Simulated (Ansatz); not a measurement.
## TiN, space group Fm-3m: a surface slab

Program: the Ansatz DFT code, driven from Python.

`slab_tin.py`
```python
"""Cutting and solving a surface of TiN."""

import warnings

import ansatz
from ase import Atoms
from ase.build import surface
import numpy as np

warnings.simplefilter("ignore", ansatz.DeckWarning)

atoms = Atoms(
    ["Ti", "N"],
    scaled_positions=[
        (0.0, 0.0, 0.0),
        (0.5, 0.5, 0.5),
    ],
    cell=[
        (0.0, 2.119, 2.119),
        (2.119, 0.0, 2.119),
        (2.119, 2.119, 0.0),
    ],
    pbc=True,
)
# Miller indices count the vectors of the cell as typed
slab = surface(atoms, (1, 1, 0), 6, vacuum=8.0)
slab.pbc = True

print(slab.get_chemical_formula(), "area {:.3f} A^2, cell height {:.2f} A".format(np.linalg.norm(np.cross(slab.cell[0], slab.cell[1])), slab.cell[2, 2]))


def prepared(structure):
    return (
        ansatz.Crystal.from_ase(structure).calculation()
        .functional(ansatz.Functional.R2SCAN)
        .occupations("methfessel_paxton", width=0.1)
    )


model = (
    prepared(slab)
    .kpoints(6, 6, 1)
    .electric_field(axis=3, dipole_correction=True)
    .potential()
    .forces()
)
result = model.run()
rep = result.report

print(f"slab free energy {rep['free_energy_ev']:.4f} eV, Fermi level {rep['fermi_energy_ev']:.3f} eV")
for key, value in rep["work_function"].items():
    if isinstance(value, float):
        print(f"{key:34s} {value:12.5f}")

# surface energy from the bulk energy at the same settings
bulk = prepared(atoms).kpoints(9, 9, 9).run().report
excess = rep["free_energy_ev"] - bulk["free_energy_ev"] * len(slab) / len(atoms)
area = np.linalg.norm(np.cross(slab.cell[0], slab.cell[1]))
print(f"mean surface energy {excess / (2 * area) * 16.02177:.3f} J/m^2 ({1000 * excess / (2 * area):.1f} meV/A^2)")

print("z (A) and force along z (eV/A)")
for site, force in sorted(zip(result.lattice.sites, rep["forces_ev_ang"]), key=lambda pair: pair[0].position_ang[2]):
    print(f"{site.symbol:3s} {site.position_ang[2]:8.3f} {force[2]:9.4f}")
```

```console
$ python slab_tin.py
N6Ti6 area 8.980 A^2, cell height 26.59 A
RunWarning: The output density's exchange-correlation potential varies sharply where the density is thin. Do not read a vacuum level from v_tot or v_xc, or from such a field of the output density. On a cell that repeats whose density bears no net charge and no dipole along the vacuum's axis use v_es (v_loc + v_h of [...]
slab free energy -17356.4892 eV, Fermi level 7.069 eV
ramp_position                           0.95000
ramp_width                              0.10000
amplitude_v_ang                         0.00000
dipole_field_v_ang                      0.00002
dipole_moment_e_ang                     0.00002
phi_plus_ev                             2.34352
phi_minus_ev                            2.34392
vacuum_level_plus_ev                    9.41302
vacuum_level_minus_ev                   9.41342
flatness_plus_ev_ang                    0.00106
flatness_minus_ev_ang                   0.00106
ramp_density_extremum_e_ang3            0.00001
ramp_density_minimum_e_ang3             0.00000
ramp_density_bound_e_ang3               0.00001
ramp_density_effective_e_ang3           0.00001
plane_spacing_ang                       0.13297
mean surface energy 1.827 J/m^2 (114.0 meV/A^2)
z (A) and force along z (eV/A)
Ti     8.000    2.2069
N      8.000   -1.2366
Ti    10.119    0.1531
N     10.119   -0.8647
Ti    12.238   -0.2418
N     12.238    0.1455
Ti    14.357    0.2417
N     14.357   -0.1455
Ti    16.476   -0.1531
N     16.476    0.8647
Ti    18.595   -2.2069
N     18.595    1.2366
```
(Warnings from the package without file and line, shortened.)

Notes:
- Total energies depend on the potentials; only differences at equal settings carry meaning. A total without «per atom» is that of the whole cell that was run.
- The run is spin-unpolarised.
- For a metal this k-point mesh is coarse: on a finer one energies can move by several to tens of meV an atom and pressures by half a GPa or more, differences at one mesh by less.
- Only differences from the Fermi energy are physical; the zero of the scale is a convention.
- The structure is a deposited one; some such entries were measured under pressure or heat, so a shift against it needn't be the functional's error alone.
- The slab is thin and cut from the structure as given; a cut can leave two unlike or polar faces, and the surface energy is then their mean. Miller indices refer to the vectors of the cell as typed, and the lattice isn't relaxed for this functional, so relaxation and surface energy can hold strain.
- The script silences the warnings on its input, which a real study should read.
- The whole script took 21 s on 1 thread of Intel(R) Xeon(R) 6975P-C (Granite Rapids) (shared host), peak memory 1 GiB.
